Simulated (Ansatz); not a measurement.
# NbP (CsCl type): how the settings move a single-point run

Question: which choices in the input matter for NbP (CsCl type)?

Program: Ansatz 0.2.0. Level of theory: reference: DFT, PBE, PAW with Ansatz's default frozen-core files, scalar-relativistic. These are calculated values, not measurements.

2 further runs of the same task are left out: 2 that didn't finish.

### Step 1. The starting structure

Symmetry: Pm-3m, No. 221, cubic system. Conventional cell: a = 3.110 Å, b = 3.110 Å, c = 3.110 Å, α = 90.00°, β = 90.00°, γ = 90.00°. Nb (site symmetry m-3m) has 8 P at 2.69 Å as nearest neighbours. Around P (site symmetry m-3m) lie 8 Nb at 2.69 Å.

As a file:

```
CELL_PARAMETERS angstrom
3.11003 0.00000 0.00000
0.00000 3.11003 0.00000
0.00000 0.00000 3.11003
ATOMIC_POSITIONS crystal
Nb 0.00000 0.00000 0.00000
P 0.50000 0.50000 0.50000
```

### Step 2. Reference

Contents of input.yaml:

```yaml
crystal:
  lattice:
    - [3.1100332492, 0.0, 0.0]
    - [0.0, 3.1100332492, 0.0]
    - [0.0, 0.0, 3.1100332492]
  atoms:
    - { symbol: Nb, position: [0.0, 0.0, 0.0] }
    - { symbol: P, position: [0.5, 0.5, 0.5] }
kpoints:
  mp_grid: { grid: [13, 13, 13] }
  band_path:
    path:
      - [0.0, 0.0, 0.0]
      - [0.0, 0.5, 0.0]
      - [0.5, 0.5, 0.0]
      - [0.0, 0.0, 0.0]
      - [0.5, 0.5, 0.5]
      - [0.0, 0.5, 0.0]
      - [0.5, 0.5, 0.5]
      - [0.5, 0.5, 0.0]
    npoints: 8
scf:
  occupations: { method: fermi_dirac, width: 0.1 }
hamiltonian:
  xc: pbe
  pseudopotentials: { kind: paw }
output:
  forces: true
  stress: true
  eigenvalues: true
  populations: true
  dos: { projected: true, de: 0.2, e_range: [-14, 8] }
```

Started as:

```console
ansatz run input.yaml --threads 1 --pin off --max-ram 2048MiB --backend cpu --events-out ev --progress --plain --runs-dir out
```

### Step 3. Changed: starting moments, mp_grid.grid [10, 10, 10], xc lda, spin_polarized true

Edit input.yaml of step 2 so:

```diff
@@ -6,6 +6,6 @@
   atoms:
-    - { symbol: Nb, position: [0.0, 0.0, 0.0] }
-    - { symbol: P, position: [0.5, 0.5, 0.5] }
+    - { symbol: Nb, position: [0.0, 0.0, 0.0], spin: 0.2 }
+    - { symbol: P, position: [0.5, 0.5, 0.5], spin: 0.2 }
 kpoints:
-  mp_grid: { grid: [13, 13, 13] }
+  mp_grid: { grid: [10, 10, 10] }
   band_path:
@@ -24,3 +24,3 @@
 hamiltonian:
-  xc: pbe
+  xc: lda
   pseudopotentials: { kind: paw }
@@ -31,2 +31,7 @@
   populations: true
-  dos: { projected: true, de: 0.2, e_range: [-14, 8] }
+  write_density: true
+  write_potential: true
+  elf: true
+  volumetric_format: npy
+magnetization:
+  spin_polarized: true
```

**Question.** What will these runs give? Wanted: for each run, ending; energy change; pressure; gap; force.

The runs gave:

| run | ending | energy change | pressure (GPa) | gap (eV) | force (eV/Å) | cycles | time |
| --- | --- | --- | --- | --- | --- | --- | --- |
| reference | converged | - | 0.0 | 0.00 | 0.00 | 6 | 4.8 s |
| 1: starting moments, mp_grid.grid [10, 10, 10], xc lda, spin_polarized true | converged | not comparable | -8.8 | 0.00 | 0.00 | 9 | 8.3 s |

Times don't compare one to one where runs were asked for different outputs or read a saved state (see the inputs); cycles may leave out searches for a lower state.

Residual by cycle in the longest SCF loop of each run; runs are numbered as in the table. The quantity is the density residual dr2, in eV.

| cycle | reference | run 1 |
| --- | --- | --- |
| 1 | 0.0149 | 1.29 |
| 2 | 0.00758 | 0.835 |
| 3 | 1.5e-4 | 0.00997 |
| 4 | 1.2e-5 | 7.1e-4 |
| 5 | 4.0e-7 | 1.3e-4 |
| 6 | 1.2e-8 | 9.2e-6 |
| 7 | - | 3.1e-7 |
| 8 | - | 1.2e-9 |
| 9 | - | 6.5e-10 |

**Reading.** A change of functional puts the total energy on another scale; the pressure goes from 0.0 to -8.8 GPa. The spin polarisation and k-point mesh changed too.
